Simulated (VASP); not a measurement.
# BaS in VASP: a series of runs, part 2 of 2

VASP 6.6.1.

**3. Electric field gradients, LDA (equal xy, yz and zx shear strains of +2 %)**

Input file INCAR:

```
SYSTEM = BaS
  PREC = Accurate
  ENCUT = 520
  EDIFF = 1E-8
  ISMEAR = -1
  SIGMA = 0.01
  LREAL = .False.
  LASPH = .True.
  NELM = 100
  ALGO = Normal
  ISIF = 2
  LWAVE = .False.
  LCHARG = .False.
  LEFG = .True.
  NBANDS = 15
```

Input file KPOINTS:

```
Automatic mesh
0
Gamma
  7 7 7
  0 0 0
```

Input file POSCAR:

```
BaS
1.0
    0.0638750000      3.2256875000      3.2256875000
    3.2256875000      0.0638750000      3.2256875000
    3.2256875000      3.2256875000      0.0638750000
Ba S
1 1
Direct
    0.0000000000      0.0000000000      0.0000000000
    0.5000000000      0.5000000000      0.5000000000
```

Potentials or basis: VASP PAW LDA potentials, release 64 (Ba_sv, S).

On the command line:

```sh
$ cat potpaw_LDA.64/Ba_sv/POTCAR potpaw_LDA.64/S/POTCAR > POTCAR
$ mpirun -np 1 vasp_std > vasp.out
```

OUTCAR:

```text
SYSTEM = BaS
   PREC = Accurate
   ENCUT = 520
   EDIFF = 1E-8
   ISMEAR = -1
   LREAL = .False.
   LASPH = .True.
   NELM = 100
   ISIF = 2

 ion  position               nearest neighbor table
   1  0.000  0.000  0.000-   2 3.19   2 3.19   2 3.19   2 3.19   2 3.19   2 3.19
   2  0.500  0.500  0.500-   1 3.19   1 3.19   1 3.19   1 3.19   1 3.19   1 3.19

  LATTYP: Found a trigonal (rhomboedric) cell.
 ALAT       =     4.5622581811
 COS(alpha) =     0.5197000882

  Lattice vectors:

 A1 = (   0.0638750000,   3.2256875000,   3.2256875000)
 A2 = (   3.2256875000,   0.0638750000,   3.2256875000)
 A3 = (   3.2256875000,   3.2256875000,   0.0638750000)

Analysis of symmetry for initial positions (statically):
=====================================================================
 Subroutine PRICEL returns:
 Original cell was already a primitive cell.

 Routine SETGRP: Setting up the symmetry group for a
 trigonal (rhombohedral) supercell.

 Subroutine GETGRP returns: Found 12 space group operations
 (whereof 12 operations were pure point group operations)
 out of a pool of 12 trial point group operations.

The static configuration has the point symmetry D_3d.

Analysis of symmetry for dynamics (positions and initial velocities):
=====================================================================
 Subroutine PRICEL returns:
 Original cell was already a primitive cell.

 Routine SETGRP: Setting up the symmetry group for a
 trigonal (rhombohedral) supercell.

 Subroutine GETGRP returns: Found 12 space group operations
 (whereof 12 operations were pure point group operations)
 out of a pool of 12 trial point group operations.

[... 578 lines left out ...]
      8       0.8717      2.00000
      9       4.4835      0.00000
     10       6.3202      0.00000
     11       7.0509      0.00000
     12       7.2854      0.00000
     13       7.7831      0.00000
     14       9.5184      0.00000
     15      10.8355      0.00000

 [... further k-points ...]

------------------------ aborting loop because EDIFF is reached ----------------------------------------

  FORCE on cell =-STRESS in cart. coord.  units (eV):
  Direction    XX          YY          ZZ          XY          YZ          ZX
  --------------------------------------------------------------------------------------
  -------------------------------------------------------------------------------------
  Total       -0.7516283     -0.7516283     -0.7516283     -0.1659553     -0.1659553     -0.1659553
  in kB      -18.4888713    -18.4888713    -18.4888713     -4.0822376     -4.0822376     -4.0822376
  external PRESSURE =     -18.4888713 kB  Pullay stress =       0.0000000 kB

 VOLUME and BASIS-vectors are now :
 -----------------------------------------------------------------------------
  energy-cutoff  :      520.00
  volume of cell :       65.13
      direct lattice vectors                 reciprocal lattice vectors
     0.063875000  3.225687500  3.225687500    -0.159687509  0.156586780  0.156586780
     3.225687500  0.063875000  3.225687500     0.156586780 -0.159687509  0.156586780
     3.225687500  3.225687500  0.063875000     0.156586780  0.156586780 -0.159687509

 POSITION                                       TOTAL-FORCE (eV/Angst)
 -----------------------------------------------------------------------------------
      0.00000      0.00000      0.00000         0.000000     -0.000000      0.000000
      3.25762      3.25762      3.25762        -0.000000      0.000000     -0.000000
 -----------------------------------------------------------------------------------
    total drift:                                0.000000      0.000000      0.000000

  FREE ENERGIE OF THE ION-ELECTRON SYSTEM (eV)
  ---------------------------------------------------
  free  energy   TOTEN  =       -11.1552558800 eV

  energy  without entropy=      -11.1552558800  energy(sigma->0) =      -11.15525588

 Electric field gradients (V/A^2)
---------------------------------------------------------------------
 ion       V_xx      V_yy      V_zz      V_xy      V_xz      V_yz
---------------------------------------------------------------------
   1       0.000    -0.000     0.000    -6.994    -6.994    -6.994
   2       0.000    -0.000     0.000     1.526     1.526     1.526
---------------------------------------------------------------------

 Electric field gradients after diagonalization (V/A^2)
 (convention: |V_zz| > |V_xx| > |V_yy|)
----------------------------------------------------------------------
 ion       V_xx      V_yy      V_zz     asymmetry (V_yy - V_xx)/ V_zz
----------------------------------------------------------------------
   1       6.994     6.994   -13.989       0.000
   2      -1.526    -1.526     3.053       0.000
----------------------------------------------------------------------

           NMR quadrupolar parameters

 Cq : quadrupolar parameter    Cq=e*Q*V_zz/h
 eta: asymmetry parameters     (V_yy - V_xx)/ V_zz
 Q  : nuclear electric quadrupole moment in mb (millibarn)
----------------------------------------------------------------------
 ion       Cq(MHz)       eta       Q (mb)
----------------------------------------------------------------------
   1      -0.034       0.000       1.000
   2       0.007       0.000       1.000
----------------------------------------------------------------------
```

stdout:

```text
POSCAR found type information on POSCAR BaS
 POSCAR found :  2 types and       2 ions
 scaLAPACK will be used
 LDA part: xc-table for (Slater(with rela. corr.)+CA(PZ))
 , standard interpolation
 POSCAR, INCAR and KPOINTS ok, starting setup
 FFT: planning ... GRIDC
 FFT: planning ... GRID_SOFT
 FFT: planning ... GRID
 WAVECAR not read
 entering main loop
ion   1

ion   2
```

It took 34 s on 1 thread of Intel Xeon Platinum 8375C at 2.90GHz (Ice Lake), shared host; peak memory 0.18 GiB.

What came out:

```yaml
Free_energy: -11.1553 eV
Pressure: -1.8 GPa
Band_gap_on_the_k_mesh: 1.93 eV, indirect (least direct gap 2.08 eV)
```

Electric field gradients, principal values (V/Å²):
```
atom   least  middle  greatest (by size)
1 Ba   6.994   6.994             -13.989
 2 S  -1.526  -1.526               3.053
```

Caveat: the cell differs from its parent crystal (equal xy, yz and zx shear strains of +2 %); without QUAD_EFG the Cq values of the log hold for a quadrupole moment of 1 mb, not for the nuclei; spin-orbit coupling is left out, which moves the levels of the heavy elements. A k mesh can miss the band edges.

**4. Electric field gradients, LDA**

Input file INCAR:

```
SYSTEM = BaS
PREC = Accurate
ENCUT = 520
EDIFF = 1E-8
ISMEAR = -1
SIGMA = 0.01
LREAL = .False.
LASPH = .True.
NELM = 60
ALGO = Normal
ISIF = 2
LWAVE = .False.
LCHARG = .False.
LEFG = .True.
NBANDS = 15
```

KPOINTS is that of step 3.

Input file POSCAR:

```
BaS
1.0
    0.0000000000      3.1937500000      3.1937500000
    3.1937500000      0.0000000000      3.1937500000
    3.1937500000      3.1937500000      0.0000000000
Ba S
1 1
Direct
    0.0000000000      0.0000000000      0.0000000000
    0.5000000000      0.5000000000      0.5000000000
```

Potentials or basis: VASP PAW LDA potentials, release 64 (Ba_sv, S).

On the command line:

```sh
$ cat potpaw_LDA.64/Ba_sv/POTCAR potpaw_LDA.64/S/POTCAR > POTCAR
$ mpirun -np 1 vasp_std > vasp.out
```

OUTCAR:

```text
SYSTEM = BaS
   PREC = Accurate
   ENCUT = 520
   EDIFF = 1E-8
   ISMEAR = -1
   LREAL = .False.
   LASPH = .True.
   NELM = 60
   ISIF = 2

 ion  position               nearest neighbor table
   1  0.000  0.000  0.000-   2 3.19   2 3.19   2 3.19   2 3.19   2 3.19   2 3.19
   2  0.500  0.500  0.500-   1 3.19   1 3.19   1 3.19   1 3.19   1 3.19   1 3.19

  LATTYP: Found a face centered cubic cell.
 ALAT       =     6.3875000000

  Lattice vectors:

 A1 = (   0.0000000000,   3.1937500000,   3.1937500000)
 A2 = (   3.1937500000,   0.0000000000,   3.1937500000)
 A3 = (   3.1937500000,   3.1937500000,   0.0000000000)

Analysis of symmetry for initial positions (statically):
[... 565 lines left out ...]
  energy  without entropy=      -11.1598917456  energy(sigma->0) =      -11.15989175

 Electric field gradients (V/A^2)
---------------------------------------------------------------------
 ion       V_xx      V_yy      V_zz      V_xy      V_xz      V_yz
---------------------------------------------------------------------
   1       0.000     0.000    -0.000     0.000     0.000     0.000
   2      -0.000    -0.000     0.000     0.000     0.000     0.000
---------------------------------------------------------------------

 Electric field gradients after diagonalization (V/A^2)
 (convention: |V_zz| > |V_xx| > |V_yy|)
----------------------------------------------------------------------
 ion       V_xx      V_yy      V_zz     asymmetry (V_yy - V_xx)/ V_zz
----------------------------------------------------------------------
   1      -0.000    -0.000     0.000       0.000
   2      -0.000    -0.000     0.001       0.000
----------------------------------------------------------------------

           NMR quadrupolar parameters

 Cq : quadrupolar parameter    Cq=e*Q*V_zz/h
 eta: asymmetry parameters     (V_yy - V_xx)/ V_zz
 Q  : nuclear electric quadrupole moment in mb (millibarn)
----------------------------------------------------------------------
 ion       Cq(MHz)       eta       Q (mb)
----------------------------------------------------------------------
   1       0.000       0.000       1.000
   2       0.000       0.000       1.000
----------------------------------------------------------------------
```

It took 32 s on 1 thread of AMD EPYC 7R13, shared host; peak memory 0.15 GiB.

What came out:

- Free energy: -11.1599 eV
- Pressure: -1.8 GPa
- Band gap on the k mesh: 1.96 eV, indirect (least direct gap 2.11 eV)

Levels at points of the mesh, in eV from the valence-band top:
| k point | band 5 | band 6 | band 7 | band 8 | band 9 | band 10 | band 11 | band 12 |
| --- | --- | --- | --- | --- | --- | --- | --- | --- |
| (0.00, 0.00, 0.00) | -10.32 | 0.00 | 0.00 | 0.00 | 3.31 | 3.70 | 3.70 | 3.70 |

Caveat: without QUAD_EFG the Cq values of the log hold for a quadrupole moment of 1 mb, not for the nuclei; spin-orbit coupling is left out, which moves the levels of the heavy elements.

**5. Electric field gradients, LDA**

Input file INCAR:

```
PREC = Accurate
ENCUT = 520
EDIFF = 1E-8
ISMEAR = -1
SIGMA = 0.01
LREAL = False
LASPH = True
NELM = 60
ALGO = Normal
ISIF = 2
LWAVE = False
LCHARG = False
GGA = CA
LEFG = True
NBANDS = 15
```

Input file KPOINTS:

```
regular mesh
0
Gamma
  7 7 7
```

POSCAR is that of step 4.

Potentials or basis: VASP PAW LDA potentials, release 64 (Ba_sv, S).

On the command line:

```sh
$ cat potpaw_LDA.64/Ba_sv/POTCAR potpaw_LDA.64/S/POTCAR > POTCAR
$ mpirun -np 1 vasp_std > vasp.out
```

OUTCAR:

```text
PREC = Accurate
   ENCUT = 520
   EDIFF = 1E-8
   ISMEAR = -1
   LREAL = False
   LASPH = True
   NELM = 60
   ISIF = 2
   GGA = CA

 ion  position               nearest neighbor table
   1  0.000  0.000  0.000-   2 3.19   2 3.19   2 3.19   2 3.19   2 3.19   2 3.19
   2  0.500  0.500  0.500-   1 3.19   1 3.19   1 3.19   1 3.19   1 3.19   1 3.19

  LATTYP: Found a face centered cubic cell.
 ALAT       =     6.3875000000

  Lattice vectors:

 A1 = (   0.0000000000,   3.1937500000,   3.1937500000)
 A2 = (   3.1937500000,   0.0000000000,   3.1937500000)
 A3 = (   3.1937500000,   3.1937500000,   0.0000000000)

Analysis of symmetry for initial positions (statically):
=====================================================================
 Subroutine PRICEL returns:
 Original cell was already a primitive cell.

 Routine SETGRP: Setting up the symmetry group for a
 face centered cubic supercell.

 Subroutine GETGRP returns: Found 48 space group operations
 (whereof 48 operations were pure point group operations)
 out of a pool of 48 trial point group operations.

The static configuration has the point symmetry O_h .

Analysis of symmetry for dynamics (positions and initial velocities):
=====================================================================
 Subroutine PRICEL returns:
 Original cell was already a primitive cell.

 Routine SETGRP: Setting up the symmetry group for a
 face centered cubic supercell.

 Subroutine GETGRP returns: Found 48 space group operations
 (whereof 48 operations were pure point group operations)
 out of a pool of 48 trial point group operations.
[... 498 lines left out ...]
      4     -10.0581      2.00000
      5      -8.3850      2.00000
      6       0.0588      2.00000
      7       0.6294      2.00000
      8       0.6990      2.00000
      9       4.9989      0.00000
     10       5.9204      0.00000
     11       7.5392      0.00000
     12       8.1895      0.00000
     13       8.3591      0.00000
     14      10.2392      0.00000
     15      11.2769      0.00000

------------------------ aborting loop because EDIFF is reached ----------------------------------------

  FORCE on cell =-STRESS in cart. coord.  units (eV):
  Direction    XX          YY          ZZ          XY          YZ          ZX
  --------------------------------------------------------------------------------------
  -------------------------------------------------------------------------------------
  Total       -0.7482467     -0.7482467     -0.7482467      0.0000000     -0.0000000      0.0000000
  in kB      -18.4002055    -18.4002055    -18.4002055      0.0000000     -0.0000000      0.0000000
  external PRESSURE =     -18.4002055 kB  Pullay stress =       0.0000000 kB

 VOLUME and BASIS-vectors are now :
 -----------------------------------------------------------------------------
  energy-cutoff  :      520.00
  volume of cell :       65.15
      direct lattice vectors                 reciprocal lattice vectors
     0.000000000  3.193750000  3.193750000    -0.156555773  0.156555773  0.156555773
     3.193750000  0.000000000  3.193750000     0.156555773 -0.156555773  0.156555773
     3.193750000  3.193750000  0.000000000     0.156555773  0.156555773 -0.156555773

 POSITION                                       TOTAL-FORCE (eV/Angst)
 -----------------------------------------------------------------------------------
      0.00000      0.00000      0.00000         0.000000     -0.000000     -0.000000
      3.19375      3.19375      3.19375        -0.000000      0.000000      0.000000
 -----------------------------------------------------------------------------------
    total drift:                                0.000000      0.000000      0.000000

  FREE ENERGIE OF THE ION-ELECTRON SYSTEM (eV)
  ---------------------------------------------------
  free  energy   TOTEN  =       -11.1598917456 eV

  energy  without entropy=      -11.1598917456  energy(sigma->0) =      -11.15989175

 Electric field gradients (V/A^2)
---------------------------------------------------------------------
 ion       V_xx      V_yy      V_zz      V_xy      V_xz      V_yz
---------------------------------------------------------------------
   1       0.000     0.000    -0.000     0.000     0.000     0.000
   2      -0.000    -0.000     0.000     0.000     0.000     0.000
---------------------------------------------------------------------

 Electric field gradients after diagonalization (V/A^2)
 (convention: |V_zz| > |V_xx| > |V_yy|)
----------------------------------------------------------------------
 ion       V_xx      V_yy      V_zz     asymmetry (V_yy - V_xx)/ V_zz
----------------------------------------------------------------------
   1      -0.000    -0.000     0.000       0.000
   2      -0.000    -0.000     0.001       0.000
----------------------------------------------------------------------

           NMR quadrupolar parameters

 Cq : quadrupolar parameter    Cq=e*Q*V_zz/h
 eta: asymmetry parameters     (V_yy - V_xx)/ V_zz
 Q  : nuclear electric quadrupole moment in mb (millibarn)
----------------------------------------------------------------------
 ion       Cq(MHz)       eta       Q (mb)
----------------------------------------------------------------------
   1       0.000       0.000       1.000
   2       0.000       0.000       1.000
----------------------------------------------------------------------
```

OSZICAR:

```text
N       E                     dE             d eps       ncg     rms          rms(c)
DAV:   1     0.770798123939E+02    0.77080E+02   -0.68416E+03   600   0.931E+02
DAV:   2    -0.724252937642E+01   -0.84322E+02   -0.75920E+02   827   0.166E+02
DAV:   3    -0.116073430750E+02   -0.43648E+01   -0.43318E+01   822   0.396E+01
DAV:   4    -0.116857614285E+02   -0.78418E-01   -0.78405E-01   763   0.525E+00
DAV:   5    -0.116875461332E+02   -0.17847E-02   -0.17847E-02   867   0.613E-01    0.484E+00
DAV:   6    -0.111871660406E+02    0.50038E+00   -0.66536E-01   684   0.486E+00    0.335E+00
DAV:   7    -0.111649954091E+02    0.22171E-01   -0.13517E-01   741   0.201E+00    0.194E+00
DAV:   8    -0.111607506426E+02    0.42448E-02   -0.20739E-02   670   0.817E-01    0.254E-01
DAV:   9    -0.111597372909E+02    0.10134E-02   -0.25377E-03   733   0.296E-01    0.140E-01
DAV:  10    -0.111599047516E+02   -0.16746E-03   -0.22303E-04   705   0.103E-01    0.318E-02
DAV:  11    -0.111598909866E+02    0.13765E-04   -0.47004E-05   789   0.393E-02    0.123E-02
DAV:  12    -0.111598916985E+02   -0.71188E-06   -0.41095E-06   663   0.113E-02    0.719E-03
DAV:  13    -0.111598917604E+02   -0.61869E-07   -0.27468E-07   775   0.301E-03    0.812E-04
DAV:  14    -0.111598917454E+02    0.14994E-07   -0.50643E-08   705   0.138E-03    0.281E-04
DAV:  15    -0.111598917456E+02   -0.23283E-09   -0.23828E-09   426   0.345E-04
   1 F= -.11159892E+02 E0= -.11159892E+02  d E =-.763187E-14
```

stdout:

```text
POSCAR found type information on POSCAR BaS
 POSCAR found :  2 types and       2 ions
 scaLAPACK will be used
 LDA part: xc-table for (Slater(with rela. corr.)+CA(PZ))
 , standard interpolation
 POSCAR, INCAR and KPOINTS ok, starting setup
 FFT: planning ... GRIDC
 FFT: planning ... GRID_SOFT
 FFT: planning ... GRID
 WAVECAR not read
 entering main loop
ion   1

ion   2
```

It took 30 s on 1 thread of AMD EPYC 7R13, shared host; peak memory 0.15 GiB.

What came out:

```yaml
Free_energy: -11.1599 eV
Pressure: -1.8 GPa
Band_gap_on_the_k_mesh: 1.96 eV, indirect (least direct gap 2.11 eV)
```

Caveat: without QUAD_EFG the Cq values of the log hold for a quadrupole moment of 1 mb, not for the nuclei; spin-orbit coupling is left out, which moves the levels of the heavy elements.

**6. How close it comes**

Step 4. Measured gap of BaS: 3.806 eV (indirect; 2 K; a printed reference work, monograph, original work of 1988). This calculation gives 1.96 eV (-1.84 eV). Spin-orbit coupling on Ba is left out. The value is that of LDA on a finite k mesh, which can miss the band edges, without temperature or zero-point motion. Semilocal functionals fall short of measured gaps as a rule.

Step 5. Measured gap of BaS: 3.806 eV (indirect; 2 K; a printed reference work, monograph, original work of 1988). This calculation gives 1.96 eV (-1.84 eV). Spin-orbit coupling on Ba is left out. The value is that of LDA on a finite k mesh, which can miss the band edges, without temperature or zero-point motion. Semilocal functionals fall short of measured gaps as a rule.
